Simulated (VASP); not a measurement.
# In16H (a cell with a defect) in VASP: further runs

One crystal, In16H (a cell with a defect), is run at these levels: PBEsol; tasks: single point.

Everything below comes from runs of VASP 6.6.1. Logs are shortened: lines on timing, memory, paths and dates and some standing lists are left out, and cuts for length are marked.

## 1. The crystal as given

The cell holds a defect, 17 atoms: a = 7.452 Å, b = 7.452 Å, c = 7.452 Å, α = 90.00°, β = 90.00°, γ = 90.00°.

## 2. Single point, PBEsol

Input file INCAR:

```
PREC     = Accurate       # precision mode
ENCUT    = 520            # plane-wave cutoff, eV
EDIFF    = 1E-7           # SCF threshold, eV
ISMEAR   = 0              # smearing method
SIGMA    = 0.1            # smearing width, eV
LREAL    = Auto         
LASPH    = True           # aspherical terms in the spheres
NELM     = 100            # most SCF steps
ALGO     = Fast           # electronic algorithm
ISIF     = 2              # what is computed and relaxed
LWAVE    = False          # write WAVECAR
LCHARG   = True           # write CHGCAR
GGA      = PS             # functional
LELF     = True           # ELF
LVHAR    = True         
NBANDS   = 118            # bands
```

Input file KPOINTS:

```
regular mesh
0
Gamma
  3 3 3
```

Input file POSCAR:

```
In16H
1.0
    7.4517846848      0.0000000000      0.0000000000
    0.0000000000      7.4517846848      0.0000000000
    0.0000000000      0.0000000000      7.4517846848
In H
16 1
Direct
   -0.0201461806     -0.0230687020     -0.0025040981
    0.5050987326     -0.0173331632     -0.0005002828
   -0.0157429401      0.5110736771      0.0004443231
    0.0134920699      0.0117931480      0.5022579366
    0.2567991536      0.2653652895      0.2488826608
    0.5170255399      0.5162599515      0.0021694132
    0.4942044296      0.0012563433      0.5004527315
    0.7510721574      0.2429787060      0.2465347669
   -0.0069281390      0.4970428101      0.4994450534
    0.2467741726      0.7465149941      0.2525264859
    0.2593155978      0.2688836413      0.7488607409
    0.5136199128      0.5060648099      0.4968071619
    0.7555855729      0.7577141905      0.2704156233
    0.7490219103      0.2455068252      0.7535671302
    0.2483673480      0.7438799206      0.7475245509
    0.7531784985      0.7541557141      0.7295391950
    0.1933181192      0.1460223351     -0.0036306739
```

Potentials or basis: VASP PAW PBE potentials, release 64 (In_d, H).

Command:

```console
> cat potpaw_PBE.64/In_d/POTCAR potpaw_PBE.64/H/POTCAR > POTCAR
> mpirun -np 1 vasp_std > vasp.out
```

OUTCAR:

```text
PREC = Accurate
   ENCUT = 520
   EDIFF = 1E-7
   ISMEAR = 0
   LREAL = Auto
   LASPH = True
   NELM = 100
   ISIF = 2
   GGA = PS

 ion  position               nearest neighbor table
   1  0.980  0.977  0.997-  17 2.03  16 3.10  13 3.10  14 3.20   8 3.21  15 3.24  10 3.24   3 3.47
                             5 3.52  11 3.54   2 3.54   4 3.71   4 3.78   2 3.91   3 3.98
   2  0.505  0.983  0.999-  15 3.22  10 3.22  16 3.22  13 3.22  14 3.24   8 3.24   5 3.36  11 3.38
                             6 3.48   1 3.54   7 3.72   7 3.74   1 3.91   6 3.98
   3  0.984  0.511  0.000-  16 3.21  13 3.21  14 3.22   8 3.22  10 3.23  15 3.23   5 3.30  11 3.31
                             1 3.47   6 3.48   9 3.72   9 3.74   6 3.97   1 3.98
   4  0.013  0.012  0.502-  13 3.20  16 3.21  15 3.22  10 3.22  11 3.23   5 3.23   8 3.23  14 3.23
                             7 3.58   9 3.62   1 3.71   1 3.78   9 3.84   7 3.87
   5  0.257  0.265  0.249-  17 2.13  12 3.21   9 3.21   4 3.23   7 3.24   6 3.26   3 3.30   2 3.36
                             1 3.52  10 3.59   8 3.69  11 3.73  11 3.73   8 3.77  10 3.87
   6  0.517  0.516  0.002-  16 3.22  13 3.22  10 3.24  15 3.24  14 3.24   8 3.24   5 3.26  11 3.26
                             2 3.48   3 3.48  12 3.69  12 3.77   3 3.97   2 3.98
   7  0.494  0.001  0.500-  13 3.17  16 3.17  10 3.23  15 3.23  11 3.24  14 3.24   8 3.24   5 3.24
                             4 3.58  12 3.69   2 3.72   2 3.74  12 3.76   4 3.87
   8  0.751  0.243  0.247-   1 3.21   3 3.22   9 3.22   4 3.23  12 3.23   7 3.24   6 3.24   2 3.24
                            13 3.62  14 3.67   5 3.69   5 3.77  14 3.78  13 3.84
   9  0.993  0.497  0.499-  16 3.13  13 3.13  11 3.21   5 3.21   8 3.22  14 3.23  10 3.23  15 3.23
                            12 3.57   4 3.62   3 3.72   3 3.74   4 3.84  12 3.88
  10  0.247  0.747  0.253-   2 3.22   4 3.22   9 3.23   7 3.23   3 3.23  12 3.24   6 3.24   1 3.24
                             5 3.59  13 3.66  15 3.69  15 3.76  13 3.79   5 3.87
  11  0.259  0.269  0.749-  17 2.12  12 3.20   9 3.21   4 3.23   7 3.24   6 3.26   3 3.31   2 3.38
                             1 3.54  15 3.54  14 3.65   5 3.73   5 3.73  14 3.81  15 3.91
  12  0.514  0.506  0.497-  16 3.10  13 3.10  11 3.20   5 3.21   8 3.23  10 3.24  14 3.24  15 3.25
                             9 3.57   6 3.69   7 3.69   7 3.76   6 3.77   9 3.88
  13  0.756  0.758  0.270-   1 3.10  12 3.10   9 3.13   7 3.17   4 3.20   3 3.21   2 3.22   6 3.22
                            16 3.42   8 3.62  10 3.66  10 3.79   8 3.84
  14  0.749  0.246  0.754-   1 3.20   3 3.22   9 3.23   4 3.23   7 3.24   6 3.24   2 3.24  12 3.24
                            11 3.65  16 3.67   8 3.67   8 3.78  16 3.79  11 3.81
  15  0.248  0.744  0.748-   2 3.22   4 3.22   9 3.23   7 3.23   3 3.23   6 3.24   1 3.24  12 3.25
                            11 3.54  10 3.69  16 3.69  10 3.76  16 3.76  11 3.91
  16  0.753  0.754  0.730-   1 3.10  12 3.10   9 3.13   7 3.17   4 3.21   3 3.21   2 3.22   6 3.22
                            13 3.42  14 3.67  15 3.69  15 3.76  14 3.79
  17  0.193  0.146  0.996-   1 2.03  11 2.12   5 2.13

  LATTYP: Found a simple cubic cell.
 ALAT       =     7.4517846848

  Lattice vectors:

 A1 = (   7.4517846848,   0.0000000000,   0.0000000000)
 A2 = (   0.0000000000,   7.4517846848,   0.0000000000)
 A3 = (   0.0000000000,   0.0000000000,   7.4517846848)

Analysis of symmetry for initial positions (statically):
=====================================================================
 Subroutine PRICEL returns:
 Original cell was already a primitive cell.

 Routine SETGRP: Setting up the symmetry group for a
 simple cubic supercell.

 Subroutine GETGRP returns: Found  1 space group operations
 (whereof  1 operations were pure point group operations)
 out of a pool of 48 trial point group operations.

The static configuration has the point symmetry C_1 .

Analysis of symmetry for dynamics (positions and initial velocities):
=====================================================================
 Subroutine PRICEL returns:
 Original cell was already a primitive cell.

 Routine SETGRP: Setting up the symmetry group for a
 simple cubic supercell.

 Subroutine GETGRP returns: Found  1 space group operations
 (whereof  1 operations were pure point group operations)
 out of a pool of 48 trial point group operations.

The dynamic configuration has the point symmetry C_1 .

 Subroutine INISYM returns: Found  1 space group operations
 (whereof  1 operations are pure point group operations),
 and found     1 'primitive' translations

----------------------------------------------------------------------------------------

                                     Primitive cell

  volume of cell :     413.7909

  direct lattice vectors                    reciprocal lattice vectors
     7.451784685  0.000000000  0.000000000     0.134196041  0.000000000  0.000000000
     0.000000000  7.451784685  0.000000000     0.000000000  0.134196041  0.000000000
[... 71 lines left out ...]
            Coordinates               Weight
  0.000000  0.000000  0.000000      1.000000
  0.333333  0.000000  0.000000      2.000000
  0.000000  0.333333  0.000000      2.000000
  0.000000  0.000000  0.333333      2.000000
  0.333333  0.333333  0.000000      2.000000
  0.000000  0.333333  0.333333      2.000000
  0.333333  0.000000  0.333333      2.000000
 -0.333333  0.333333  0.000000      2.000000
 -0.333333  0.000000  0.333333      2.000000
  0.000000 -0.333333  0.333333      2.000000
  0.333333  0.333333  0.333333      2.000000
 -0.333333  0.333333  0.333333      2.000000
 -0.333333 -0.333333  0.333333      2.000000
  0.333333 -0.333333  0.333333      2.000000
   k-points           NKPTS =     14   k-points in BZ     NKDIM =     14   number of bands    NBANDS=    118
   number of dos      NEDOS =    301   number of ions     NIONS =     17
   total plane-waves  NPLWV = 175616
   dimension x,y,z NGX =    56 NGY =   56 NGZ =   56
   dimension x,y,z NGXF=   112 NGYF=  112 NGZF=  112
   ions per type =              16   1
   NGX,Y,Z   is equivalent  to a cutoff of  12.49, 12.49, 12.49 a.u.
   NGXF,Y,Z  is equivalent  to a cutoff of  24.99, 24.99, 24.99 a.u.
 SYSTEM =  unknown system
   PREC   = accura    normal or accurate (medium, high low for compatibility)
   ISTART =      0    job   : 0-new  1-cont  2-samecut
   ICHARG =      2    charge: 1-file 2-atom 10-const
   ISPIN  =      1    spin polarized calculation?
   LNONCOLLINEAR =      F non collinear calculations
   LSORBIT =      F    spin-orbit coupling
   LASPH  =      T    aspherical Exc in radial PAW
   ENCUT  =  520.0 eV  38.22 Ry    6.18 a.u.  13.86 13.86 13.86*2*pi/ulx,y,z
   NELM   =    100;   NELMIN=  2; NELMDL= -5     # of ELM steps
   EDIFF  = 0.1E-06   stopping-criterion for ELM
   LREAL  =      T    real-space projection
   EDIFFG = 0.1E-05   stopping-criterion for IOM
   NSW    =      0    number of steps for IOM
   IBRION =     -1    ionic relax: 0-MD 1-quasi-New 2-CG
   NFREE  =      0    steps in history (QN), initial steepest desc. (CG)
   ISIF   =      2    stress and relaxation
   ISYM   =      2    0-nonsym 1-usesym 2-fastsym
   POTIM  = 0.5000    time-step for ionic-motion
   TEBEG  =    0.0;   TEEND  =   0.0 temperature during run
   PSTRESS=    0.0 pullay stress
   NELECT =     209.0000    total number of electrons
   NUPDOWN=      -1.0000    fix difference up-down
   EMIN   =  10.00;   EMAX   =-10.00  energy-range for DOS
   EFERMI =   0.00;   METHOD = LEGACY
   ISMEAR =     0;   SIGMA  =   0.10  broadening in eV -4-tet -1-fermi 0-gaus
   EFERMI_NEDOS =   21; number of points for ismear=-14 and -15
   IALGO  =     68    algorithm
   IMIX   =      4    mixing-type and parameters
     AMIX     =   0.40;   BMIX     =  1.00
     AMIX_MAG =   1.60;   BMIX_MAG =  1.00
  volume/ion in A,a.u.               =      24.34       164.26
  Fermi-wavevector in a.u.,A,eV,Ry     =   1.303757  2.463743 23.126940  1.699782
  Thomas-Fermi vector in A             =   2.434738
   LORBIT       =      0    0 simple, 1 ext, 2 COOP (PROOUT), +10 PAW based schemes
   GGA     = PS    functional components
   LHFCALC =     F    Hartree Fock is set to
   AEXX    =    0.0000 exact exchange contribution
   IVDW    =     0    specifies the selected vdW correction
   LEPSILON=     F    determine dielectric tensor
   LRPA    =     F    only Hartree local field effects (RPA)
 non-spin polarized calculation
 RMM-DIIS sequential band-by-band and
 Gauss-broadening in eV      SIGMA  =   0.10
  energy-cutoff  :      520.00
  volume of cell :      413.79
 maximum number of plane-waves:     11161
   NGX = 27   NGY = 27   NGZ = 27

 number of electron     208.9999997 magnetization

 Free energy of the ion-electron system (eV)
  ---------------------------------------------------
  ext. energy  EPLUGINS =         0.00000000
  ---------------------------------------------------
  free energy    TOTEN  =       -50.11390188 eV

  energy without entropy =      -50.05110436  energy(sigma->0) =      -50.08250312

 E-fermi :   7.4116     XC(G=0): -10.4941

 val. band max:        7.3928611089   @ k =  -0.3333   0.3333   0.0000
 cond. band min:       7.4273382763   @ k =  -0.3333   0.3333   0.3333
 fundamental gap:      0.0344771675
 Fermi energy:         7.4116139345

 k-point     1 :       0.0000    0.0000    0.0000
  band No.  band energies     occupation
      1      -7.2364      2.00000
      2      -7.2157      2.00000
      3      -7.2077      2.00000
      4      -7.2020      2.00000
      5      -7.1995      2.00000
      6      -7.1994      2.00000
[... 1655 lines left out ...]
    115       8.9562      0.00000
    116       9.0265      0.00000
 [bands above 116 left out]

------------------------ aborting loop because EDIFF is reached ----------------------------------------

  FORCE on cell =-STRESS in cart. coord.  units (eV):
  Direction    XX          YY          ZZ          XY          YZ          ZX
  --------------------------------------------------------------------------------------
  -------------------------------------------------------------------------------------
  Total        1.0440935      2.0475044      1.6713452      0.4685720      0.0211268     -0.0221861
  in kB        4.0426772      7.9278336      6.4713642      1.8142871      0.0818020     -0.0859035
  external PRESSURE =       6.1472917 kB  Pullay stress =       0.0000000 kB

 VOLUME and BASIS-vectors are now :
 -----------------------------------------------------------------------------
  energy-cutoff  :      520.00
  volume of cell :      413.79
      direct lattice vectors                 reciprocal lattice vectors
     7.451784685  0.000000000  0.000000000     0.134196041  0.000000000  0.000000000
     0.000000000  7.451784685  0.000000000     0.000000000  0.134196041  0.000000000
     0.000000000  0.000000000  7.451784685     0.000000000  0.000000000  0.134196041

 POSITION                                       TOTAL-FORCE (eV/Angst)
 -----------------------------------------------------------------------------------
      7.30166      7.27988      7.43312        -0.013593     -0.004936     -0.010494
      3.76389      7.32262      7.44806         0.013539      0.020145     -0.001418
      7.33447      3.80841      0.00331         0.028681     -0.019076      0.003389
      0.10054      0.08788      3.74272        -0.003829     -0.003317      0.022403
      1.91361      1.97745      1.85462         0.024994     -0.005489     -0.001566
      3.85276      3.84706      0.01617        -0.031746     -0.025769     -0.003113
[... 9 lines left out ...]
      5.61252      5.61981      5.43637         0.010356      0.011394     -0.047689
      1.44056      1.08813      7.42473         0.010684      0.011680      0.004595
 -----------------------------------------------------------------------------------
    total drift:                               -0.023081     -0.064688     -0.073097

  FREE ENERGIE OF THE ION-ELECTRON SYSTEM (eV)
  ---------------------------------------------------
  free  energy   TOTEN  =       -50.1139018824 eV

  energy  without entropy=      -50.0511043603  energy(sigma->0) =      -50.08250312
```

It took 14 min on 1 thread of Intel Xeon 6975P-C (Granite Rapids), shared host; peak memory 0.68 GiB.

What came out:

| Quantity | Value |
| --- | --- |
| Free energy | -50.1139 eV |
| Pressure | 0.6 GPa |
| Largest force | 0.050 eV/Å |
| Band gap on the k mesh | none (metal or under the smearing width) |

Forces in eV/Å, atoms in the order of the input:
```
In  -0.014 -0.005 -0.010
In   0.014  0.020 -0.001
In   0.029 -0.019  0.003
In  -0.004 -0.003  0.022
In   0.025 -0.005 -0.002
In  -0.032 -0.026 -0.003
In  -0.015  0.029  0.008
In   0.018 -0.009 -0.001
In  -0.025  0.006 -0.004
In  -0.013 -0.012  0.011
In   0.004  0.012 -0.008
In   0.003  0.003 -0.005
In  -0.003  0.012  0.041
In  -0.003 -0.005  0.006
In  -0.006 -0.021 -0.013
In   0.010  0.011 -0.048
H    0.011  0.012  0.005
```

Stress tensor (GPa, compression positive):
```
 0.40  0.18 -0.01
 0.18  0.79  0.01
-0.01  0.01  0.65
```

Caveat: the PAW data sets were made with another functional, which shifts forces and pressure a little.

## 3. Single point, PBEsol

Input file INCAR:

```
SYSTEM = In16H
ALGO = Fast
EDIFF = 1E-7
ENCUT = 520
GGA = PS
ISIF = 2
ISMEAR = 0
LASPH = .TRUE.
LCHARG = .TRUE.
LELF = .TRUE.
LREAL = Auto
LVHAR = .TRUE.
LWAVE = .FALSE.
NBANDS = 118
NELM = 100
PREC = Accurate
SIGMA = 0.1
```

Input file KPOINTS:

```
k-points
0
G
  3 3 3
  0 0 0
```

Input file POSCAR:

```
In16H
1.0
    7.4517846848      0.0000000000      0.0000000000
    0.0000000000      7.4517846848      0.0000000000
    0.0000000000      0.0000000000      7.4517846848
In H
16 1
Direct
   -0.0230695071     -0.0201464490     -0.0025042323
    0.5110738113     -0.0157429401      0.0004441889
   -0.0173327606      0.5050979274     -0.0005004170
    0.0117932822      0.0134923383      0.5022579366
    0.2653650211      0.2567995562      0.2488818556
    0.5162603541      0.5170260767      0.0021694132
    0.4970425417     -0.0069277364      0.4994451876
    0.7465149941      0.2467744410      0.2525260833
    0.0012563433      0.4942044296      0.5004527315
    0.2429788402      0.7510722916      0.2465344985
    0.2688833729      0.2593160004      0.7488616803
    0.5060646757      0.5136199128      0.4968071619
    0.7577141905      0.7555859755      0.2704156233
    0.7438799206      0.2483674822      0.7475249535
    0.2455069594      0.7490220445      0.7535673986
    0.7541557141      0.7531787669      0.7295391950
    0.1460226034      0.1933158379     -0.0036305397
```

Potentials or basis: VASP PAW PBE potentials, release 64 (In_d, H).

Command:

```console
> cat potpaw_PBE.64/In_d/POTCAR potpaw_PBE.64/H/POTCAR > POTCAR
> mpirun -np 1 vasp_std > vasp.out
```

Run time: 17 min. Hardware: 1 thread of Intel Xeon 6975P-C (Granite Rapids), shared host; peak memory 0.66 GiB.

It converged, with:

| Item | Value |
| --- | --- |
| Free energy | -50.1139 eV |
| Pressure | 0.6 GPa |
| Largest force | 0.050 eV/Å |
| Band gap on the k mesh | none (metal or under the smearing width) |

Forces on the atoms (eV/Å):
```
In  -0.005 -0.014 -0.010
In  -0.019  0.029  0.003
In   0.020  0.014 -0.001
In  -0.003 -0.004  0.022
In  -0.005  0.025 -0.001
In  -0.026 -0.032 -0.003
In   0.006 -0.025 -0.004
In  -0.012 -0.013  0.011
In   0.029 -0.015  0.008
In  -0.009  0.018  0.000
In   0.012  0.004 -0.008
In   0.004  0.004 -0.005
In   0.012 -0.004  0.041
In  -0.021 -0.006 -0.014
In  -0.004 -0.003  0.006
In   0.011  0.010 -0.048
H    0.012  0.011  0.005
```

Stress tensor (GPa, compression positive):
```
 0.77  0.18  0.01
 0.18  0.38 -0.01
 0.01 -0.01  0.63
```

Levels at points of the mesh, in eV from the Fermi level:
| k point | band 100 | band 101 | band 102 | band 103 | band 104 | band 105 | band 106 | band 107 | band 108 | band 109 |
| --- | --- | --- | --- | --- | --- | --- | --- | --- | --- | --- |
| (0.00, 0.00, 0.00) | -2.21 | -2.19 | -0.61 | 0.06 | 0.14 | 0.15 | 0.20 | 0.27 | 1.14 | 1.18 |

Caveat: the PAW data sets were made with another functional, which shifts forces and pressure a little.
